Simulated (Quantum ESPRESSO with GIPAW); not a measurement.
# 119Sn and 17O NMR of SnO2 (Cassiterite), calculated

Wanted: NMR shieldings for each site of SnO2 (Cassiterite).

What was measured: 119Sn span 134 ppm, in “207Pb and 119Sn Solid-State NMR and Relativistic Density Functional Theory Studies of the Historic Pigment Lead−Tin Yellow Type I and Its Reactivity in Oil Pain” (Catalano et al., J. Phys. Chem. A 118, 7952, 2014). 119Sn span 136 ppm, in “Spin–orbit effects on the 119Sn magnetic-shielding tensor in solids: a ZORA/DFT investigation” (2016; doi:10.1039/c6cp03807g), quoting earlier work. The 119Sn shift is -605 ppm against Me4Sn, in “207Pb and 119Sn Solid-State NMR and Relativistic Density Functional Theory Studies of the Historic Pigment Lead−Tin Yellow Type I and Its Reactivity in Oil Pain” (Catalano et al., J. Phys. Chem. A 118, 7952, 2014).

Main program and level: Quantum ESPRESSO with GIPAW 8.0dev (patched build); DFT, PBEsol, plane-wave PAW (pslibrary 1.0.0 recipes), scalar-relativistic, GIPAW; a patched development version of the program.

### Step 1. Set-up

Symmetry: P4_2/mnm, No. 136, tetragonal system. Conventional cell: a = 4.738 Å, b = 4.738 Å, c = 3.187 Å, α = 90.00°, β = 90.00°, γ = 90.00°. Nearest to Sn lie 6 O at 2.05 to 2.06 Å. O has 3 Sn at 2.05 to 2.06 Å nearest. Farther neighbours and most contacts between anions are not listed.

The cell is an entry of the Crystallography Open Database.

This structure had its atoms relaxed beforehand (DFT, PBEsol, plane-wave PAW (pslibrary 1.0.0 recipes), Quantum ESPRESSO with GIPAW), starting from the database entry, since shieldings follow bond lengths closely.

### Step 2. Self-consistent run

The shielding is a linear response of the occupied states, which this run provides. It is converged far beyond what an energy needs, since the response uses the wavefunctions themselves. No empty states are asked for: the response is solved without them. The mesh has a spacing of 0.15 Å⁻¹ at most. The PAW files were made with ld1.x from the pslibrary 1.0.0 recipes, with GIPAW reconstruction switched on.

The input, scf.in:

```
&control
  calculation = 'scf'
  prefix = 'x'
  outdir = './tmp/'
  pseudo_dir = './'
/
&system
  ibrav = 0
  nat = 6
  ntyp = 2
  ecutwfc = 55
  ecutrho = 330
  nbnd = 26
/
&electrons
  conv_thr = 1.0d-10
  mixing_beta = 0.7
  electron_maxstep = 100
/
ATOMIC_SPECIES
  Sn 118.710 Sn.pbesol-dn-kjpaw_psl.1.0.0-gipaw.UPF
  O 15.999 O.pbesol-n-kjpaw_psl.1.0.0-gipaw.UPF
CELL_PARAMETERS angstrom
  4.73800000 0.00000000 0.00000000
  0.00000000 4.73800000 0.00000000
  0.00000000 0.00000000 3.18650000
ATOMIC_POSITIONS crystal
  Sn 0.50000000 0.50000000 0.50000000
  Sn 0.00000000 0.00000000 0.00000000
  O 0.80562934 0.19437066 0.50000000
  O 0.69437066 0.69437066 -0.00000000
  O 0.19437066 0.80562934 0.50000000
  O 0.30562934 0.30562934 -0.00000000
K_POINTS automatic
  9 9 14 0 0 0
```

Run with:

```sh
> mpirun -np 4 pw.x -nk 4 -in scf.in > scf.out
```

Log:

```text
using ibrav=0 with symmetry is DISCOURAGED, use correct ibrav instead

     bravais-lattice index     =            0
     lattice parameter (alat)  =       8.9535  a.u.
     unit-cell volume          =     482.7259 (a.u.)^3
     number of atoms/cell      =            6
     number of atomic types    =            2
     number of electrons       =        52.00
     number of Kohn-Sham states=           26
     kinetic-energy cutoff     =      55.0000  Ry
     charge density cutoff     =     330.0000  Ry
     scf convergence threshold =      1.0E-10
     mixing beta               =       0.7000
     number of iterations used =            8  plain     mixing
     Exchange-correlation= SLA-PW-PSX-PSC
                           (   1   4  10   8   0   0   0)
[...]
Sn               14.00   118.71000     Sn( 1.00)
     O                 6.00    15.99900     O ( 1.00)

     16 Sym. Ops., with inversion, found ( 8 have fractional translation)
[...]
number of k points=   120

     Number of k-points >= 100: set verbosity='high' to print them.

     Dense  grid:    48943 G-vectors     FFT dimensions: (  54,  54,  36)

     Smooth grid:    26657 G-vectors     FFT dimensions: (  48,  48,  30)

     Check: negative core charge=   -0.000003

     Initial potential from superposition of free atoms

     starting charge      51.9975, renormalised to      52.0000
     Starting wfcs are   34 randomized atomic wfcs

     Self-consistent Calculation

     iteration #  1     ecut=    55.00 Ry     beta= 0.70
     Davidson diagonalization with overlap
     ethr =  1.00E-02,  avg # of iterations =  1.0

     total energy              =   -1036.86825902 Ry
     estimated scf accuracy    <       1.71059077 Ry

     iteration #  2     ecut=    55.00 Ry     beta= 0.70
     Davidson diagonalization with overlap
     ethr =  3.29E-03,  avg # of iterations =  5.9

     total energy              =   -1037.67520418 Ry
     estimated scf accuracy    <       1.52031888 Ry

     iteration #  3     ecut=    55.00 Ry     beta= 0.70
     Davidson diagonalization with overlap
     ethr =  2.92E-03,  avg # of iterations =  2.0

     total energy              =   -1037.55984221 Ry
     estimated scf accuracy    <       0.33338119 Ry

[...]
total energy              =   -1037.89716643 Ry
[...]
iteration # 29     ecut=    55.00 Ry     beta= 0.70
     Davidson diagonalization with overlap
     ethr =  2.76E-12,  avg # of iterations =  1.0

     total energy              =   -1037.89716643 Ry
     estimated scf accuracy    <          9.4E-10 Ry

     iteration # 30     ecut=    55.00 Ry     beta= 0.70
     Davidson diagonalization with overlap
     ethr =  1.80E-12,  avg # of iterations =  5.7

     End of self-consistent calculation
     [one-electron energies left out]

!    total energy              =   -1037.89716643 Ry
     total all-electron energy =    -25298.668755 Ry
     estimated scf accuracy    <          2.7E-11 Ry

     The total energy is the sum of the following terms:
     one-electron contribution =    -120.22920798 Ry
     hartree contribution      =     103.91555437 Ry
     xc contribution           =    -125.36423308 Ry
     ewald contribution        =    -307.59587775 Ry
     one-center paw contrib.   =    -588.62340200 Ry

     convergence has been achieved in  30 iterations
[...]
JOB DONE.
```

The job ended after 2.8 min (4 MPI ranks of Arm Neoverse V2, shared host; peak memory 0.75 GiB).

It converged in 30 cycles to an estimated accuracy of 3e-11 Ry, on 120 irreducible k-points.

### Step 3. Magnetic response

The job finds the current that a weak uniform field induces (applied as a long wave, q_gipaw) and the field that this current makes at each nucleus. On atoms with p or d valence electrons much of the paramagnetic part arises close to the nucleus, where the PAW partial waves rebuild the true states. pawproj makes the reconstruction use the PAW data sets' own projectors.

The input, nmr.in:

```
&inputgipaw
  job = 'nmr'
  prefix = 'x'
  tmp_dir = './tmp/'
  restart_mode = 'from_scratch'
  verbosity = 'low'
  q_gipaw = 0.01
  spline_ps = .true.
  conv_threshold = 1.0d-11
  use_nmr_macroscopic_shape = .false.
  pawproj(1) = .true.
  pawproj(2) = .true.
/
```

Run with:

```sh
> mpirun -np 4 gipaw.x -in nmr.in > nmr.out
```

Log:

```text
[banner, memory and clock lines left out]
[a note of our patched build left out]

     Parallelizing q-star over 1 images

     IMPORTANT: XC functional enforced from input :
     Exchange-correlation= PBESOL
                           (   1   4  10   8   0   0   0)
     Any further DFT definition will be discarded
     Please, verify this is what you really want

     Check: negative core charge=   -0.000003
[...]
alpha_pv=     42.2615 eV

     spline_ps is .false., expect some extrapolation errors

     q-space interpolation up to    66.00 Rydberg

     GIPAW job: nmr
     NMR macroscopic correction: no
[...]
Computing the magnetic susceptibility     isolve=0    ethr=  0.1000E-10
     Starting from scratch
     k-point #    1 of   120      pool #  1    cpu time:       0.9
[...]
End of magnetic susceptibility calculation

     f-sum rule (1st term):
           -44.5264          0.0000          0.0000
             0.0000        -44.5264          0.0000
             0.0000          0.0000        -44.5737

     f-sum rule (2nd term):
            -0.6758          0.0000          0.0000
             0.0000         -0.6758          0.0000
             0.0000          0.0000         -0.6282

     f-sum rule (should be   -45.1988):
           -45.2022          0.0000          0.0000
             0.0000        -45.2022          0.0000
             0.0000          0.0000        -45.2019

[... susceptibilities left out ...]
     Contributions to the NMR chemical shifts: -------------------------------

     Macroscopic shape contribution in ppm:                    0.00
             0.0000          0.0000          0.0000
             0.0000          0.0000          0.0000
             0.0000          0.0000          0.0000

     Core contribution in ppm:

     Atom  1  Sn  pos: (  0.500000  0.500000  0.336271)  core sigma:        5052.50
     Atom  2  Sn  pos: (  0.000000  0.000000  0.000000)  core sigma:        5052.50
     Atom  3  O   pos: (  0.805629  0.194371  0.336271)  core sigma:         270.50
     Atom  4  O   pos: (  0.694371  0.694371  0.000000)  core sigma:         270.50
     Atom  5  O   pos: (  0.194371  0.805629  0.336271)  core sigma:         270.50
     Atom  6  O   pos: (  0.305629  0.305629  0.000000)  core sigma:         270.50

     Bare contribution in ppm:

     Atom  1  Sn  pos: (  0.500000  0.500000  0.336271)  bare sigma:          86.05
[...]
Atom  2  Sn  pos: (  0.000000  0.000000  0.000000)  bare sigma:          86.05
[...]
Atom  3  O   pos: (  0.805629  0.194371  0.336271)  bare sigma:          25.32
[...]
Atom  4  O   pos: (  0.694371  0.694371  0.000000)  bare sigma:          25.32
[...]
Atom  5  O   pos: (  0.194371  0.805629  0.336271)  bare sigma:          25.32
[...]
Atom  6  O   pos: (  0.305629  0.305629  0.000000)  bare sigma:          25.32
[...]
Diamagnetic contribution in ppm:

     Atom  1  Sn  pos: (  0.500000  0.500000  0.336271)  dia sigma:         104.44
[...]
Atom  2  Sn  pos: (  0.000000  0.000000  0.000000)  dia sigma:         104.44
[...]
Atom  3  O   pos: (  0.805629  0.194371  0.336271)  dia sigma:          17.55
[...]
Atom  4  O   pos: (  0.694371  0.694371  0.000000)  dia sigma:          17.55
[...]
Atom  5  O   pos: (  0.194371  0.805629  0.336271)  dia sigma:          17.55
[...]
Atom  6  O   pos: (  0.305629  0.305629  0.000000)  dia sigma:          17.55
[...]
Paramagnetic contribution in ppm:

     Atom  1  Sn  pos: (  0.500000  0.500000  0.336271)  para sigma:        -101.92
[...]
Atom  2  Sn  pos: (  0.000000  0.000000  0.000000)  para sigma:        -101.92
[...]
Atom  3  O   pos: (  0.805629  0.194371  0.336271)  para sigma:          21.15
[...]
Atom  4  O   pos: (  0.694371  0.694371  0.000000)  para sigma:          21.15
[...]
Atom  5  O   pos: (  0.194371  0.805629  0.336271)  para sigma:          21.15
[...]
Atom  6  O   pos: (  0.305629  0.305629  0.000000)  para sigma:          21.15
[...]
Paramagnetic US occ-occ contribution in ppm:

     Atom  1  Sn  pos: (  0.500000  0.500000  0.336271)  para_oo sigma:         -12.05
[...]
Atom  2  Sn  pos: (  0.000000  0.000000  0.000000)  para_oo sigma:         -12.05
[...]
Atom  3  O   pos: (  0.805629  0.194371  0.336271)  para_oo sigma:          -0.79
[...]
Atom  4  O   pos: (  0.694371  0.694371  0.000000)  para_oo sigma:          -0.79
[...]
Atom  5  O   pos: (  0.194371  0.805629  0.336271)  para_oo sigma:          -0.79
[...]
Atom  6  O   pos: (  0.305629  0.305629  0.000000)  para_oo sigma:          -0.79
[...]
Paramagnetic US L_R Q_R contribution in ppm:

     Atom  1  Sn  pos: (  0.500000  0.500000  0.336271)  para_lq sigma:       -2160.75
[...]
Atom  2  Sn  pos: (  0.000000  0.000000  0.000000)  para_lq sigma:       -2160.75
[...]
Atom  3  O   pos: (  0.805629  0.194371  0.336271)  para_lq sigma:        -226.20
[...]
Atom  4  O   pos: (  0.694371  0.694371  0.000000)  para_lq sigma:        -226.20
[...]
Atom  5  O   pos: (  0.194371  0.805629  0.336271)  para_lq sigma:        -226.20
[...]
Atom  6  O   pos: (  0.305629  0.305629  0.000000)  para_lq sigma:        -226.20
[...]
Total NMR chemical shifts in ppm: ---------------------------------------
     (adopting the Simpson convention for anisotropy and asymmetry)-----------

     Atom  1  Sn  pos: (  0.500000  0.500000  0.336271)  Total sigma:        2968.27
          2931.2682         -7.2574          0.0000
            -7.2574       2931.2682          0.0000
             0.0000          0.0000       3042.2818

     Sn      1    anisotropy:    111.01    eta:    0.1961
[...]
Atom  2  Sn  pos: (  0.000000  0.000000  0.000000)  Total sigma:        2968.27
[... its tensor is left out ...]
     Atom  3  O   pos: (  0.805629  0.194371  0.336271)  Total sigma:         107.53
           102.1066        -48.5349          0.0000
           -48.5349        102.1066          0.0000
             0.0000         -0.0000        118.3796

     O       3    anisotropy:    -80.94    eta:    0.5979
[...]
Atom  4  O   pos: (  0.694371  0.694371  0.000000)  Total sigma:         107.53
[... its tensor is left out ...]
     Atom  5  O   pos: (  0.194371  0.805629  0.336271)  Total sigma:         107.53
[... its tensor is left out ...]
     Atom  6  O   pos: (  0.305629  0.305629  0.000000)  Total sigma:         107.53
[... its tensor is left out ...]
```

The job ended after 24 min (4 MPI ranks; peak memory 0.34 GiB).

The f-sum rule is met to 0.0034 of 45.2 (0.008 %). Converged shieldings require that this miss be small, but a small miss does not prove them.

From the symmetric part of each tensor, with principal values σ11 ≤ σ22 ≤ σ33: σ_iso is their mean, the span is σ33 − σ11 and the skew 3(σ_iso − σ22)/span. (gipaw.x prints an anisotropy in another convention.)

```
site  atom no.  atoms in cell  σ_iso (ppm)  span (ppm)   skew
  Sn         1              2         2968         118   0.75
   O         3              4        107.5        97.1  -0.34
```

The macroscopic shape term is switched off. For a spherical sample the valence susceptibility of this run would add about 12 ppm to every site, a rough estimate, since the susceptibility converges slowly and lacks part of the PAW terms. Differences within the crystal don't depend on it, but shieldings of different compounds can't be compared to better than a few ppm without it.

In this run the largest span among the lighter atoms is that of O (site symmetry m2m), with principal values 53.6, 118.4 and 150.6 ppm.

How the isotropic values are made up (ppm). The core part is that of the free atom's core; bare is the current of the smooth valence states; the last two are what the PAW spheres add to the diamagnetic and the paramagnetic current:

| site | core | bare | reconstruction, dia | reconstruction, para |
| --- | --- | --- | --- | --- |
| Sn | 5052.5 | 86.1 | 104.4 | -2274.7 |
| O | 270.5 | 25.3 | 17.5 | -205.8 |

17O also has a quadrupolar coupling here. It is not given: on PAW files the efg job of this gipaw.x leaves out the augmentation charge of neighbouring atoms and can miss by tens of per cent.

### Step 4. Sites, surroundings and shifts

Covalently bonded atoms count as neighbours within 1.18 times the sum of their radii. Otherwise a cation's neighbours lie within 1.2 times its shortest bond (1.3 for large cations, each anion's radius taken off where they differ), and an anion's are the cations that count it.

| site | atom no. | atoms in cell | surroundings | bonds (Å) | σ_iso (ppm) |
| --- | --- | --- | --- | --- | --- |
| Sn | 1 | 2 | SnO6 | 2.05 to 2.06 | 2968 |
| O | 3 | 4 | bound to Sn3 | 2.05 to 2.06 | 107.5 |

Simulated spectrum: 119Sn MAS at 15 kHz, 16.4 T (261.8 MHz), lines broadened by 3 ppm; the axis counts ppm from the isotropic position of Sn, as −Δσ; rigid lattice, with dipolar and J couplings left out. Its lines over 1.5 % of the strongest:

```csv
offset (ppm),area
57,0.14
0,1.00
-57,0.10
-115,0.03
```

Spinning sidebands lie 57.3 ppm apart.

### Step 5. Calculated and measured

```csv
quantity,site,measured,calculated,difference
119Sn span (ppm),Sn,134,118.3,-15.7
119Sn span (ppm),Sn,136,118.3,-17.7
```

Without a fitted line the measured shift still tests the calculation: for an exact theory σ + δ is one number for all compounds of a nucleus, up to the shape term, which is left out of σ and differs by some ppm between compounds.

| nucleus, site | σ_iso (ppm) | measured δ (ppm) | σ + δ (ppm) | σ + δ of other compounds, same level |
| --- | --- | --- | --- | --- |
| 119Sn, Sn | 2968 | -605 | 2363 | SnCl2 2477, SnH8N2Cl6 2114 |

### Step 6. Summary of results

```json
{
  "119Sn shielding without shape term": "2968 ppm",
  "17O shielding without shape term": "107.5 ppm"
}
```

119Sn has one site (SnO6), with isotropic shielding 2968 ppm (shape term left out). A shift needs a reference, δ = σ_ref − σ, fixed on measured compounds; for 119Sn of this kind at this level too few were at hand, or they scattered too widely about a line, so none is given. For 119Sn, σ + δ is 2363 ppm here and 2296 ppm on average over 2 other sites: with that reference and slope one the shift would be off by -68 ppm, but those sites themselves spread over 364 ppm, so no one reference serves this kind. No sound run at another cutoff or mesh is at hand, so convergence rests on the f-sum rule and on experience with these files. Spin-orbit coupling is missing, which matters for Sn and for the light atoms bound to such centres. The scalar-relativistic files are used with non-relativistic response operators, which weighs most on the heavy atoms' own shieldings. This build of gipaw.x prints that it is not audited and that its numbers are no references by themselves. It also reports spline_ps as false although the input sets it; why was not traced.

[Banner, clock, file and message-heading lines were taken out of the pw.x and gipaw.x logs.]

[Logs are printed without paths, hosts, clocks, repeated set-up lines and the standing remarks that a program may print on its own settings, such as how far it seeks lower states.]

[Hosts, paths, dates, database ids (printed as entryN), source tags and the programs' standing remarks are cut or masked in the printed files.]

[Where no reference line passes its bar on scatter, no shift is given, so a measured shift of this compound may stand uncompared.]
